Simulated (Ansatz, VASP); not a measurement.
## Al: VASP beside Ansatz

INCAR

```
ALGO = Normal ; EDIFF = 1E-6
ENCUT = 520 ; GGA = PS
ISIF = 2 ; ISMEAR = 0
LASPH = T ; LCHARG = T
LELF = T ; LREAL = F
LVHAR = T ; LWAVE = F
NBANDS = 8 ; NELM = 80
PREC = Accurate ; SIGMA = 0.15
```

KPOINTS

```
k-points
0
Gamma
  20 20 20
```

File POSCAR:

```
Al
1.0
    0.0000000000      2.0846994000      1.9632606000
    2.0846994000      0.0000000000      1.9632606000
    2.0846994000      2.0846994000      0.0000000000
Al
1
Direct
    0.0000000000      0.0000000000      0.0000000000
```

Input for Ansatz:

```yaml
crystal:
  lattice:
    - [0.0, 2.0846994, 1.9632606]
    - [2.0846994, 0.0, 1.9632606]
    - [2.0846994, 2.0846994, 0.0]
  atoms:
    - { symbol: Al, position: [0.0, 0.0, 0.0] }
basis:
  ecutwfc: 420
kpoints:
  mp_grid: { grid: [20, 20, 20] }
hamiltonian:
  xc: pbesol
scf:
  occupations: { method: gaussian, width: 0.15 }
output:
  forces: true
  stress: true
  eigenvalues: true
```

Change from the starting cell: strain +0.030 along x and y, -0.030 along z, atoms carried along.

Alike in both runs: task single point; functional PBEsol; k mesh 20 × 20 × 20; occupations gaussian, width 0.15 eV; no spin polarisation.

|  | VASP | Ansatz |
| --- | --- | --- |
| version | VASP 6.6.1 | Ansatz 0.2.0 |
| potentials or method | VASP PAW PBE potentials, release 64 (Al) | scalar-relativistic, plane waves, PAW |
| plane-wave cutoff (eV) | 520 | 420 |
| valence electrons in the cell | 3 | 3 |

VASP gave:

* gap on the k mesh at the Fermi level (eV): none
* pressure (GPa): -3.7
* largest component of the traceless stress (GPa): 1.86

Estimate Ansatz's values.

gap on the k mesh at the Fermi level (eV): none; pressure (GPa): -3.7; largest component of the traceless stress (GPa): 1.85.

A gap of «none» marks a metal or a gap that the smearing closes.

Caveats: the PAW data sets were made with another functional, which shifts forces and pressure a little (VASP).
